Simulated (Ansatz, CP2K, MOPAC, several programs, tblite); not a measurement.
## What each method gives for InAgTe2 (I-42d)

An 8-atom cell of InAgTe2 started from a crystallographic database, relaxed with r2SCAN in Ansatz, was computed with several methods. The symmetry is I-42d (No. 122, tetragonal); conventional cell a = 6.516 Å, c = 12.847 Å, 34.09 Å³ an atom. In is surrounded by 4 Te at 2.82 Å; Ag is surrounded by 4 Te at 2.80 Å; Te is surrounded by 2 Ag at 2.80 Å and 2 In at 2.82 Å. Calculated for a static, non-magnetic cell.

```
In Ag Te
1.0
    -3.25789    3.25789    6.42341
     3.25789   -3.25789    6.42341
     3.25789    3.25789   -6.42341
In Ag Te
2 2 4
Direct
  0.50000 0.50000 0.00000
  0.25000 0.75000 0.50000
  0.00000 0.00000 0.00000
  0.75000 0.25000 0.50000
  0.37500 0.37196 0.49696
  0.62804 0.12500 0.00304
  0.87500 0.87804 0.50304
  0.12196 0.62500 0.99696
```

Gaps and times are for a single point on this cell; volume and bulk modulus come from each method's own relaxation or energy curve at fixed shape, which is too stiff where a cell has free coordinates or axes. Times are rough, from shared hosts (Arm Neoverse V1), and each method has its own mesh and cell size. A double dagger marks a value from a curve with shape and coordinates held. PM7 (MOPAC) and PM6 (MOPAC): levels, charges or heat of formation failed a check of plausibility, so no values are given. A star marks a curve whose lowest point is an end point. PM6 (MOPAC), PM7 (MOPAC), GFN2-xTB (tblite) treat a cluster of cells at its zone centre, which samples few k points: where these miss a band edge, the gap comes out too large for that reason alone. Gaps from k meshes are read at a limited set of points (mesh, symmetry points, PBE's band edges), so each method's own least gap may be somewhat smaller. xTB and the PM methods were fitted mostly to molecules, and can miss a solid's gap by electronvolts. Minimal bases can be far off for gaps. d marks a direct gap, i an indirect one (no mark: not told apart), a dash a value that wasn't computed or didn't pass its checks.

```json
{"method": "PM7 (MOPAC)", "kind": "semi-empirical", "gap (eV)": "–", "own volume (Å³/atom)": "–", "bulk modulus (GPa)": "–", "atoms computed": "64", "processor time": "2.9 s"}
{"method": "GFN2-xTB (tblite)", "kind": "tight binding", "gap (eV)": "0.69", "own volume (Å³/atom)": "36.00‡", "bulk modulus (GPa)": "40‡", "atoms computed": "64", "processor time": "5.5 s"}
{"method": "light PBE (260 eV and a coarse mesh)", "kind": "light plane-wave", "gap (eV)": "0.13 d", "own volume (Å³/atom)": "–", "bulk modulus (GPa)": "–", "atoms computed": "8", "processor time": "8.1 s"}
{"method": "PM6 (MOPAC)", "kind": "semi-empirical", "gap (eV)": "–", "own volume (Å³/atom)": "–", "bulk modulus (GPa)": "–", "atoms computed": "64", "processor time": "12 s"}
{"method": "PBE/SZV (CP2K)", "kind": "small basis", "gap (eV)": "0.11 d", "own volume (Å³/atom)": "37.72*‡", "bulk modulus (GPa)": "34*‡", "atoms computed": "8", "processor time": "27 s"}
{"method": "PBE", "kind": "semilocal", "gap (eV)": "0.15 d", "own volume (Å³/atom)": "35.06", "bulk modulus (GPa)": "37‡", "atoms computed": "8", "processor time": "80 s"}
{"method": "PBE/DZVP (CP2K)", "kind": "small basis", "gap (eV)": "0.14 d", "own volume (Å³/atom)": "35.66‡", "bulk modulus (GPa)": "37‡", "atoms computed": "8", "processor time": "84 s"}
{"method": "r2SCAN", "kind": "semilocal", "gap (eV)": "0.55 d", "own volume (Å³/atom)": "34.09", "bulk modulus (GPa)": "43‡", "atoms computed": "8", "processor time": "2.7 min"}
```

Against r2SCAN (0.55 eV) and with closed or daggered gaps left aside, the nearest gap at the points sampled is that of GFN2-xTB (tblite) (+0.14 eV) and the farthest that of PBE/SZV (CP2K) (-0.44 eV). r2SCAN is only a yardstick of convenience: semilocal gaps usually lie below measured ones, which GLLB-SC and hybrids aim to mend.

Volumes against r2SCAN's: PBE +2.9 %.

Runs without a result: GFN1-xTB (tblite) (single point), GLLB-SC (GPAW) (single point, out of time).

Spin-orbit coupling is left out, which matters wherever the heavy atoms make up the band edges.
